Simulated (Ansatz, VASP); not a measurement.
## One calculation of CaF2 (scanat), two programs

```
CELL_PARAMETERS angstrom
0.00000 2.71038 2.71038
2.71038 0.00000 2.71038
2.71038 2.71038 0.00000
ATOMIC_POSITIONS crystal
Ca 0.00000 0.00000 0.00000
F 0.25000 0.25000 0.25000
F 0.75000 0.75000 0.75000
```

Alike in both runs: task single point; functional r2SCAN; k mesh 8 × 8 × 8; occupations gaussian, width 0.02 eV; no spin polarisation.

|  | VASP | Ansatz |
| --- | --- | --- |
| version | VASP 6.6.1 | Ansatz 0.2.0 |
| potentials or method | VASP PAW PBE potentials, release 64 (Ca_sv, F) | scalar-relativistic, plane waves, PAW |
| plane-wave cutoff (eV) | 520 | 500 |
| valence electrons in the cell | 24 | 24 |

```tsv
	VASP	Ansatz	Ansatz less VASP
gap on the k mesh at the Fermi level (eV)	8.08	8.09	+0.012
least direct gap on the mesh (eV)	8.34	8.36	+0.012
pressure (GPa)	1.6	0.9	-0.65
```

Caveats: the PAW data sets were made with another functional, which shifts forces and pressure a little (VASP). A k mesh can miss the band edges. r2SCAN opens gaps a little over a GGA but as a rule still falls short of measured ones.
